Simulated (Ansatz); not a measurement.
The system is TePb.

```
Pb Te
1.0
     0.00000    3.23100    3.23100
     3.23100    0.00000    3.23100
     3.23100    3.23100    0.00000
Pb Te
1 1
Direct
  0.00000 0.00000 0.00000
  0.50000 0.50000 0.50000
```

```yaml
Program: Ansatz 0.2.0
Task: relaxation of cell and atoms
Functional: PBE
Potentials_or_basis: all-electron LAPW, scalar-relativistic
Basis_error_allowed: 0.001 eV/atom
k_mesh: 5 × 5 × 5
Occupations: fermi-dirac, width 0.05 eV
Spin: no spin polarisation
```

At the start: volume 33.73 Å³/atom.

Where does the relaxation end?

Over 4 steps the energy falls by 11.0 meV/atom and the volume is 35.49 Å³/atom (+5.2 %); space group Fm-3m (No. 225, to 0.05 Å).

Step by step:
| step | energy change (eV) | largest force (eV/Å) | volume (Å³) |
| --- | --- | --- | --- |
| 1 | 0.0000 | 0.0000 | 67.46 |
| 2 | -0.0203 | 0.0000 | 71.87 |
| 3 | -0.0219 | 0.0000 | 70.97 |
| 4 | -0.0219 | 0.0000 | 70.97 |

Final structure:
```yaml
crystal:
  lattice:
    - [0.00000, 3.28614, 3.28614]
    - [3.28614, 0.00000, 3.28614]
    - [3.28614, 3.28614, 0.00000]
  atoms:
    - { symbol: Pb, position: [0.00000, 0.00000, 0.00000] }
    - { symbol: Te, position: [0.50000, 0.50000, 0.50000] }
```
